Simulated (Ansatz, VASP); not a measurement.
# Cross-check of KCo2As2 between VASP and Ansatz, part 2 of 2

One calculation is typed for both programs; each brings its own data sets. How far apart do they land? The structure shown comes from an earlier Ansatz run, which isn't shown and may have moved the atoms alone.

VASP 6.6.1 and Ansatz 0.2.0.

So far: The structure; Ansatz: elastic constants, PBEsol.

### 3. VASP: elastic constants, PBEsol

Level of this step: PBEsol, no spin polarisation; plane waves and PAW (K_sv, Co, As) (VASP).

The same cell, functional, mesh and smearing now go to VASP, with its own data sets.

Lines of VASP's logs that name or quote its potential files are left out, and so is its time.

INCAR

```
SYSTEM = KCo2As2
PREC = Accurate
ENCUT = 600
EDIFF = 1E-08
NELM = 120
ISMEAR = 1
SIGMA = 0.25
LREAL = .FALSE.
ALGO = Normal
GGA = PS
NBANDS = 24
LASPH = .TRUE.
LORBIT = 11
LWAVE = .FALSE.
LCHARG = .FALSE.
ISIF = 3
IBRION = 6
NFREE = 2
POTIM = 0.015
NSW = 1
GGA_COMPAT = .FALSE.
KPAR = 2
```

POSCAR

```
KCo2As2
1.0
   -1.8648078388      1.8648078388      6.6805229447
    1.8648078388     -1.8648078388      6.6805229447
    1.8648078388      1.8648078388     -6.6805229447
K Co As
1 2 2
Direct
    0.0000000000      0.0000000000      0.0000000000
    0.7500000000      0.2500000000      0.5000000000
    0.2500000000      0.7500000000      0.5000000000
    0.3483708039      0.3483708039      0.0000000000
    0.6516291961      0.6516291961      0.0000000000
```

KPOINTS

```
Automatic mesh
0
Gamma
4 4 4
0 0 0
```

Potentials, in the order of the species: K_sv, Co and As (PBE family, release 64).

Run with:

```bash
$ mpirun -np 2 vasp_std
```

Numbers of over 12 decimals in the logs are rounded to 6 here.

Log:

```text
[banner, memory and clock lines left out]
running    2 mpi-ranks, on    1 nodes
 distrk:  each k-point on    1 cores,    2 groups
 distr:  one band on    1 cores,    1 groups

 POSCAR found type information on POSCAR K CoAs
 POSCAR found :  3 types and       5 ions
|                                                                             |
|               ----> ADVICE to this user running VASP <----                  |
|                                                                             |
|     You enforced a specific xc type in the INCAR file but a different       |
|     [... a line on the potential file left out ...]
|     I HOPE YOU KNOW WHAT YOU ARE DOING!                                     |
|                                                                             |

 LDA part: xc-table for (Slater+PW92), standard interpolation
 POSCAR, INCAR and KPOINTS ok, starting setup
 FFT: planning ... GRIDC
 FFT: planning ... GRID_SOFT
 FFT: planning ... GRID
 WAVECAR not read
 entering main loop
       N       E                     dE             d eps       ncg     rms          rms(c)
DAV:   1     0.290222655418E+03    0.29022E+03   -0.17741E+04   624   0.175E+03
DAV:   2    -0.656912461305E+01   -0.29679E+03   -0.28683E+03   624   0.372E+02
DAV:   3    -0.312742276030E+02   -0.24705E+02   -0.24171E+02   808   0.123E+02
DAV:   4    -0.320560321587E+02   -0.78180E+00   -0.78007E+00  1016   0.207E+01
DAV:   5    -0.320834824263E+02   -0.27450E-01   -0.27444E-01   944   0.299E+00    0.180E+01
DAV:   6    -0.389467021716E+02   -0.68632E+01   -0.65429E+01   800   0.115E+02    0.261E+01
DAV:   7    -0.287525105889E+02    0.10194E+02   -0.28569E+01   800   0.867E+01    0.367E+00
DAV:   8    -0.289745836009E+02   -0.22207E+00   -0.33294E+00   760   0.878E+00    0.298E+00
DAV:   9    -0.288842757460E+02    0.90308E-01   -0.35315E-01   984   0.714E+00    0.856E-01
DAV:  10    -0.288839936774E+02    0.28207E-03   -0.44412E-02   808   0.157E+00    0.231E-01
DAV:  11    -0.288838688785E+02    0.12480E-03   -0.34781E-03   928   0.571E-01    0.165E-01
DAV:  12    -0.288836530381E+02    0.21584E-03   -0.64676E-04   912   0.242E-01    0.550E-02
DAV:  13    -0.288836402666E+02    0.12772E-04   -0.10741E-04   976   0.862E-02    0.200E-02
DAV:  14    -0.288836437817E+02   -0.35152E-05   -0.92826E-06   856   0.232E-02    0.474E-03
DAV:  15    -0.288836439581E+02   -0.17644E-06   -0.11973E-06   832   0.777E-03    0.104E-03
DAV:  16    -0.288836439640E+02   -0.59108E-08   -0.12555E-07   848   0.267E-03    0.437E-04
DAV:  17    -0.288836439143E+02    0.49746E-07   -0.92366E-09   648   0.808E-04    0.222E-04
DAV:  18    -0.288836439188E+02   -0.45452E-08   -0.26031E-09   528   0.755E-04
   1 F= -.28883644E+02 E0= -.28889448E+02  d E =0.174108E-01
[... from here on, the cycles between the ionic steps are left out ...]
   2 F= -.28873986E+02 E0= -.28878918E+02  d E =0.147975E-01
  18 F= -.28882060E+02 E0= -.28887867E+02  d E =0.174213E-01
  19 F= -.28882060E+02 E0= -.28887867E+02  d E =0.174211E-01
  20 F= -.28882454E+02 E0= -.28888255E+02  d E =0.174052E-01
  21 F= -.28882454E+02 E0= -.28888255E+02  d E =0.174052E-01
  22 F= -.28882502E+02 E0= -.28888317E+02  d E =0.174434E-01
  23 F= -.28882502E+02 E0= -.28888317E+02  d E =0.174436E-01
  24 F= -.28882415E+02 E0= -.28888385E+02  d E =0.179098E-01
 Finite differences progress:
  Degree of freedom:  12/ 12
  Displacement:        1/  2
  Total:              23/ 24
 bond charge predicted
       N       E                     dE             d eps       ncg     rms          rms(c)
DAV:   1    -0.288804080147E+02    0.20067E-02   -0.42686E-01   624   0.287E+00    0.253E-01
DAV:   2    -0.288831727767E+02   -0.27648E-02   -0.28587E-02   816   0.176E+00    0.342E-01
DAV:   3    -0.288818918825E+02    0.12809E-02   -0.49060E-03   824   0.108E+00    0.115E-01
DAV:   4    -0.288818397143E+02    0.52168E-04   -0.37163E-04   800   0.135E-01    0.540E-02
DAV:   5    -0.288818404531E+02   -0.73881E-06   -0.66053E-05   904   0.550E-02    0.152E-02
DAV:   6    -0.288818401894E+02    0.26369E-06   -0.12820E-05   896   0.407E-02    0.478E-03
DAV:   7    -0.288818403796E+02   -0.19016E-06   -0.13658E-06   920   0.933E-03    0.174E-03
DAV:   8    -0.288818404913E+02   -0.11180E-06   -0.18382E-07   824   0.259E-03    0.558E-04
DAV:   9    -0.288818404730E+02    0.18333E-07   -0.11632E-08   560   0.102E-03    0.266E-04
DAV:  10    -0.288818404851E+02   -0.12081E-07   -0.44976E-09   456   0.705E-04    0.139E-04
DAV:  11    -0.288818404803E+02    0.48440E-08   -0.16354E-09   408   0.324E-04
  25 F= -.28881840E+02 E0= -.28887389E+02  d E =0.166456E-01
 Finite differences progress:
  Degree of freedom:  12/ 12
  Displacement:        2/  2
  Total:              24/ 24
```

From OUTCAR (step 3):

```text
ion  position               nearest neighbor table
   1  0.000  0.000  0.000-   4 3.33   4 3.33   4 3.33   4 3.33   5 3.33   5 3.33   5 3.33   5 3.33

  LATTYP: Found a body centered tetragonal cell.
 ALAT       =     3.7296156776
 C/A-ratio  =     3.5824189526

 Subroutine GETGRP returns: Found 16 space group operations
 (whereof 16 operations were pure point group operations)

The static configuration has the point symmetry D_4h.

 Found     13 irreducible k-points:

   k-points           NKPTS =     13   k-points in BZ     NKDIM =     13   number of bands    NBANDS=     24

   dimension x,y,z NGX =    60 NGY =   60 NGZ =   60
   dimension x,y,z NGXF=   120 NGYF=  120 NGZF=  120

   ENCUT  =  600.0 eV  44.10 Ry    6.64 a.u.  14.34 14.34 14.34*2*pi/ulx,y,z

   NELECT =      37.0000    total number of electrons

 k-points in reciprocal lattice and weights: Automatic mesh
   0.00000000  0.00000000  0.00000000       0.016
   0.25000000 -0.00000000  0.00000000       0.125
   0.50000000 -0.00000000  0.00000000       0.062
   0.25000000  0.25000000  0.00000000       0.125
   0.50000000  0.25000000  0.00000000       0.250
  -0.25000000  0.25000000  0.00000000       0.062
   0.50000000  0.50000000  0.00000000       0.031
   0.25000000  0.25000000  0.25000000       0.031
  -0.25000000  0.25000000  0.25000000       0.062
   0.50000000  0.50000000  0.25000000       0.062
  -0.25000000  0.50000000  0.25000000       0.125
  -0.25000000 -0.25000000  0.25000000       0.031
   0.50000000  0.50000000  0.50000000       0.016

 average (electrostatic) potential at core
       1 -32.6010       2 -83.1516       3 -83.1516       4 -49.1807       5 -49.1803

 E-fermi :   5.2507

 k-point     1 :       0.0000    0.0000    0.0000
  band No.  band energies     occupation
    ...
     15       3.8987      2.00000
     16       4.4158      2.00002
     17       4.8640      2.05104
     18       4.8640      2.05104
     19       5.0619      1.95544
     20       7.2485     -0.00000
     21       7.9831     -0.00000
     22       7.9831     -0.00000
     23       8.4830     -0.00000
     24       8.6367     -0.00000

 k-point     2 :       0.2500   -0.0000    0.0000
  band No.  band energies     occupation
    ...
     14       3.6885      2.00000
     15       3.9814      2.00000
     16       4.0869      2.00000
     17       4.1355      2.00000
     18       4.1482      2.00000
     19       5.9005     -0.00147
     20       6.0056     -0.00017
     21       6.8643     -0.00000
     22       7.7359     -0.00000
     23       9.4327     -0.00000
    ...

 k-point     3 :       0.5000   -0.0000    0.0000
  band No.  band energies     occupation
    ...
     14       3.2525      2.00000
     15       3.4977      2.00000
     16       3.5220      2.00000
     17       3.7654      2.00000
     18       3.8803      2.00000
     19       6.0095     -0.00015
     20       6.0194     -0.00012
     21       6.9924     -0.00000
     22       7.3026     -0.00000
     23       8.9303     -0.00000
    ...

  Total        0.3335799      0.3335799      0.3581159      0.0000000     -0.0000000      0.0000000
  in kB        5.7513767      5.7513767      6.1744107      0.0000000     -0.0000000      0.0000000
  external PRESSURE =       5.8923880 kB  Pullay stress =       0.0000000 kB

  energy-cutoff  :      600.00
  volume of cell :       92.93
      direct lattice vectors                 reciprocal lattice vectors
    -1.864807839  1.864807839  6.680522945     0.000000000  0.268124141  0.074844440
     1.864807839 -1.864807839  6.680522945     0.268124141  0.000000000  0.074844440
[...]
YZ           0.0000     -0.0000      0.0000     -0.0000    707.0210      0.0000
 ZX          -0.0000     -0.0000      0.0000      0.0000      0.0000    707.0203
 --------------------------------------------------------------------------------

 Eigenvectors and eigenvalues of the dynamical matrix
 ----------------------------------------------------

   1 f  =    9.650303 THz    60.634643 2PiTHz  321.899464 cm-1    39.910429 meV
             X         Y         Z           dx          dy          dz
      0.000000  0.000000  0.000000    -0.000000    0.000000    0.000000
      0.000000  1.864808  3.340261    -0.537556   -0.324189    0.000000
      1.864808  0.000000  3.340261     0.537556    0.324189    0.000000
      0.000000  0.000000  4.654598    -0.278714    0.168087   -0.000000
      0.000000  0.000000  8.706448     0.278714   -0.168087   -0.000000

   2 f  =    9.650303 THz    60.634643 2PiTHz  321.899464 cm-1    39.910429 meV
             X         Y         Z           dx          dy          dz
      0.000000  0.000000  0.000000    -0.000000    0.000000   -0.000000
      0.000000  1.864808  3.340261     0.324189   -0.537556   -0.000000
      1.864808  0.000000  3.340261    -0.324189    0.537556    0.000000
      0.000000  0.000000  4.654598     0.168087    0.278714    0.000000
      0.000000  0.000000  8.706448    -0.168087   -0.278714    0.000000

   3 f  =    8.913060 THz    56.002407 2PiTHz  297.307676 cm-1    36.861437 meV
             X         Y         Z           dx          dy          dz
      0.000000  0.000000  0.000000     0.000000   -0.000000   -0.008173
      0.000000  1.864808  3.340261     0.000000   -0.000000   -0.527486
      1.864808  0.000000  3.340261     0.000000   -0.000000   -0.527486
      0.000000  0.000000  4.654598    -0.000000    0.000000    0.470877
      0.000000  0.000000  8.706448    -0.000000    0.000000    0.470877

   4 f  =    8.525453 THz    53.567001 2PiTHz  284.378504 cm-1    35.258425 meV
             X         Y         Z           dx          dy          dz
      0.000000  0.000000  0.000000    -0.051706    0.008810    0.000000
      0.000000  1.864808  3.340261    -0.511444    0.087139   -0.000000
      1.864808  0.000000  3.340261    -0.511444    0.087139   -0.000000
      0.000000  0.000000  4.654598     0.472211   -0.080455    0.000000
      0.000000  0.000000  8.706448     0.472211   -0.080455    0.000000

   5 f  =    8.525453 THz    53.567001 2PiTHz  284.378504 cm-1    35.258425 meV
             X         Y         Z           dx          dy          dz
      0.000000  0.000000  0.000000     0.008810    0.051706    0.000000
      0.000000  1.864808  3.340261     0.087139    0.511444   -0.000000
      1.864808  0.000000  3.340261     0.087139    0.511444    0.000000
      0.000000  0.000000  4.654598    -0.080455   -0.472211    0.000000
      0.000000  0.000000  8.706448    -0.080455   -0.472211   -0.000000

   6 f  =    7.188476 THz    45.166526 2PiTHz  239.781747 cm-1    29.729134 meV
             X         Y         Z           dx          dy          dz
      0.000000  0.000000  0.000000    -0.000000   -0.000000   -0.000000
      0.000000  1.864808  3.340261    -0.000000   -0.000000   -0.000000
      1.864808  0.000000  3.340261    -0.000000   -0.000000   -0.000000
      0.000000  0.000000  4.654598     0.000000    0.000000    0.707107
      0.000000  0.000000  8.706448    -0.000000   -0.000000   -0.707107

   7 f  =    6.537591 THz    41.076896 2PiTHz  218.070564 cm-1    27.037292 meV
             X         Y         Z           dx          dy          dz
      0.000000  0.000000  0.000000    -0.000000    0.000000   -0.000000
      0.000000  1.864808  3.340261     0.000000    0.000000   -0.707107
      1.864808  0.000000  3.340261    -0.000000   -0.000000    0.707107
      0.000000  0.000000  4.654598    -0.000000    0.000000   -0.000000
      0.000000  0.000000  8.706448     0.000000   -0.000000   -0.000000

   8 f  =    3.978994 THz    25.000758 2PiTHz  132.724962 cm-1    16.455791 meV
             X         Y         Z           dx          dy          dz
      0.000000  0.000000  0.000000     0.000000   -0.000000   -0.000000
      0.000000  1.864808  3.340261    -0.128450    0.299057    0.000000
      1.864808  0.000000  3.340261     0.128450   -0.299057    0.000000
      0.000000  0.000000  4.654598     0.247741    0.576793    0.000000
      0.000000  0.000000  8.706448    -0.247741   -0.576793    0.000000

   9 f  =    3.978994 THz    25.000758 2PiTHz  132.724962 cm-1    16.455791 meV
             X         Y         Z           dx          dy          dz
      0.000000  0.000000  0.000000     0.000000   -0.000000   -0.000000
      0.000000  1.864808  3.340261    -0.299057   -0.128450    0.000000
      1.864808  0.000000  3.340261     0.299057    0.128450    0.000000
      0.000000  0.000000  4.654598     0.576793   -0.247741    0.000000
      0.000000  0.000000  8.706448    -0.576793    0.247741    0.000000

  10 f  =    3.850542 THz    24.193670 2PiTHz  128.440261 cm-1    15.924556 meV
             X         Y         Z           dx          dy          dz
      0.000000  0.000000  0.000000    -0.000000   -0.000000    0.933934
      0.000000  1.864808  3.340261    -0.000000    0.000000   -0.172307
      1.864808  0.000000  3.340261     0.000000   -0.000000   -0.172307
      0.000000  0.000000  4.654598     0.000000    0.000000   -0.184917
      0.000000  0.000000  8.706448    -0.000000   -0.000000   -0.184917

  11 f  =    3.526188 THz    22.155696 2PiTHz  117.620986 cm-1    14.583137 meV
             X         Y         Z           dx          dy          dz
      0.000000  0.000000  0.000000    -0.005269    0.932691    0.000000
      0.000000  1.864808  3.340261     0.001112   -0.196834    0.000000
      1.864808  0.000000  3.340261     0.001112   -0.196834   -0.000000
      0.000000  0.000000  4.654598     0.000916   -0.162124   -0.000000
      0.000000  0.000000  8.706448     0.000916   -0.162124    0.000000

  12 f  =    3.526188 THz    22.155696 2PiTHz  117.620986 cm-1    14.583137 meV
             X         Y         Z           dx          dy          dz
      0.000000  0.000000  0.000000    -0.932691   -0.005269   -0.000000
      0.000000  1.864808  3.340261     0.196834    0.001112    0.000000
      1.864808  0.000000  3.340261     0.196834    0.001112    0.000000
      0.000000  0.000000  4.654598     0.162124    0.000916    0.000000
      0.000000  0.000000  8.706448     0.162124    0.000916    0.000000

  13 f/i=    0.000855 THz     0.005372 2PiTHz    0.028520 cm-1     0.003536 meV
             X         Y         Z           dx          dy          dz
      0.000000  0.000000  0.000000    -0.121172   -0.335598    0.000000
      0.000000  1.864808  3.340261    -0.148840   -0.412230    0.000000
      1.864808  0.000000  3.340261    -0.148840   -0.412230    0.000000
      0.000000  0.000000  4.654598    -0.167841   -0.464853    0.000000
      0.000000  0.000000  8.706448    -0.167841   -0.464853    0.000000

  14 f/i=    0.000855 THz     0.005372 2PiTHz    0.028520 cm-1     0.003536 meV
             X         Y         Z           dx          dy          dz
      0.000000  0.000000  0.000000    -0.335598    0.121172   -0.000000
      0.000000  1.864808  3.340261    -0.412230    0.148840   -0.000000
      1.864808  0.000000  3.340261    -0.412230    0.148840   -0.000000
      0.000000  0.000000  4.654598    -0.464853    0.167841   -0.000000
      0.000000  0.000000  8.706448    -0.464853    0.167841   -0.000000

  15 f/i=    0.001759 THz     0.011054 2PiTHz    0.058683 cm-1     0.007276 meV
             X         Y         Z           dx          dy          dz
      0.000000  0.000000  0.000000     0.000000    0.000000    0.357352
      0.000000  1.864808  3.340261     0.000000    0.000000    0.438257
      1.864808  0.000000  3.340261     0.000000    0.000000    0.438257
      0.000000  0.000000  4.654598     0.000000    0.000000    0.494045
      0.000000  0.000000  8.706448     0.000000    0.000000    0.494045

 ELASTIC MODULI CONTR FROM IONIC RELAXATION (kBar)
 Direction    XX          YY          ZZ          XY          YZ          ZX
 --------------------------------------------------------------------------------
 XX        -607.8636     -7.2730   -427.9402      0.0000     -0.0000     -0.0000
 YY          -7.2730   -607.8636   -427.9402      0.0000      0.0000     -0.0000
 ZZ        -427.9402   -427.9402   -595.4215      0.0000      0.0000     -0.0000
 XY           0.0000      0.0000      0.0000      0.0000      0.0000      0.0000
 YZ          -0.0000      0.0000      0.0000      0.0000   -394.4694     -0.0000
 ZX          -0.0000     -0.0000     -0.0000      0.0000     -0.0000   -394.4681
 --------------------------------------------------------------------------------

 TOTAL ELASTIC MODULI (kBar)
 Direction    XX          YY          ZZ          XY          YZ          ZX
 --------------------------------------------------------------------------------
 XX        1272.3138    433.4153    324.6345      0.0000     -0.0000     -0.0000
 YY         433.4153   1272.3138    324.6345      0.0000      0.0000     -0.0000
 ZZ         324.6345    324.6345    565.4866      0.0000      0.0000     -0.0000
 XY           0.0000      0.0000      0.0000    572.0463     -0.0000      0.0000
 YZ          -0.0000      0.0000      0.0000     -0.0000    312.5516     -0.0000
 ZX          -0.0000     -0.0000     -0.0000      0.0000     -0.0000    312.5523
 --------------------------------------------------------------------------------

 total charge
# of ion       s       p       d       tot
------------------------------------------
    1        1.961   5.565   0.048   7.574
    2        0.452   0.535   7.476   8.463
    3        0.452   0.535   7.476   8.463
    4        1.229   1.566   0.080   2.875
    5        1.229   1.566   0.080   2.875
--------------------------------------------------
tot          5.323   9.765  15.160  30.248

[... 3 further parts left out ...]
```

CONTCAR:

```
KCo2As2
   1.00000000000000
    -1.8648078388000000    1.8648078388000000    6.6805229446999999
     1.8648078388000000   -1.8648078388000000    6.6805229446999999
     1.8648078388000000    1.8648078388000000   -6.6805229446999999
  K               Co              As
     1     2     2
Direct
     0.0000000000000000    0.0000000000000000    0.0000000000000000
     0.7500000000000000    0.2500000000000000    0.5000000000000000
     0.2500000000000000    0.7500000000000000    0.5000000000000000
     0.3472481372970919    0.3472481372970919    0.0000000000000000
     0.6516291961000036    0.6516291961000036    0.0000000000000000
```

This run has no spin polarisation, so a moment on Co, if there is one, isn't seen. Its electron count is odd, so without a moment it is a metal by construction. The last energy, forces, stress and levels in OUTCAR belong to the last displaced cell, not to the cell of POSCAR.

Levels, forces or a CONTCAR printed for this step are those of its last displaced cell, not of the structure at rest.

### 4. Comparison

Known differences besides the potentials themselves: the data sets hold 73 valence electrons in Ansatz (on its default PAW (the set named soft_2) files) and 37 in VASP; the cutoff is 420 eV in Ansatz and 600 eV in VASP; Ansatz makes its cores anew for this functional, VASP keeps those of its PBE data sets; VASP takes each elastic constant from one size of strain, Ansatz from those that its log lists. Total energies have different zeros and are not compared.

The two programs side by side:

```tsv
quantity	Ansatz	VASP	difference
C11 (GPa)	128.6	127.2	+1.09 %
C22 (GPa)	128.6	127.2	+1.09 %
C33 (GPa)	56.4	56.5	-0.24 %
C12 (GPa)	42.6	43.3	-1.69 %
C13 (GPa)	31.5	32.5	-3.09 %
C23 (GPa)	31.5	32.5	-3.09 %
C44 (GPa)	30.8	31.3	-1.46 %
C55 (GPa)	30.8	31.3	-1.46 %
C66 (GPa)	59.2	57.2	+3.47 %
```

### 5. What came out

```yaml
difference_in_c66_elastic_constants_pbesol: 3.5 %
```

**Reading.** The difference in C66 is 3.5 % (elastic constants, PBEsol), within the 5 % picked in this series as the mark of a large difference. The data sets hold unlike numbers of valence electrons (73 in Ansatz and 37 in VASP), so part of the differences comes from the potentials. 1 further run of this series is not shown here. Such differences can come from data sets, numerical settings and the points named under the comparisons, not from the functional's error against experiment.

[Lines on the potential files, build, host, timing and source positions are cut from VASP's logs without a mark.]

[Logs are printed without paths, hosts, clocks, repeated set-up lines and the standing remarks that a program may print on its own settings, such as how far it seeks lower states.]

[Hosts, paths, dates, database ids (printed as entryN), source tags and the programs' standing remarks are cut or masked in the printed files.]
